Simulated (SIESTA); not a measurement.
The system is NiSb (Breithauptite).

```
CELL_PARAMETERS angstrom
3.92800 0.00000 0.00000
-1.96400 3.40175 0.00000
0.00000 0.00000 5.12000
ATOMIC_POSITIONS crystal
Sb 0.66667 0.33333 0.75000
Sb 0.33333 0.66667 0.25000
Ni 0.00000 0.00000 0.50000
Ni 0.00000 0.00000 0.00000
```

Base run:

* Program: SIESTA 5.4.2
* Functional: BLYP
* Potentials or basis: PseudoDojo 0.4 standard (PBE files)
* Basis: DZP (energy shift 0.003 Ry; two zetas on semicore shells)
* Grid cutoff: 800 Ry
* Energy shift: 0.003 Ry
* k mesh: 6 × 6 × 4
* Occupations: fermi-dirac, width 0.05 eV
* Spin: collinear spin, ferromagnetic start
* Starting moments: [0.0, 0.0, 1.0, 1.0] μB

Its results: band gap on the k mesh none (metal or under the smearing width); pressure 13.0 GPa; net moment 0.00 μB per cell.

Q: The run is repeated on the same cell with these changes: functional from BLYP to revPBE. What comes out?

A: Band gap on the k mesh none (metal or under the smearing width); pressure 7.7 GPa; net moment 0.00 μB per cell.

Caveats: short orbitals over semicore shells can move pressures by several GPa; the potentials were made for another functional, which shifts forces and pressure; the basis of atomic orbitals isn't converged, which shifts pressures, moduli and gaps.
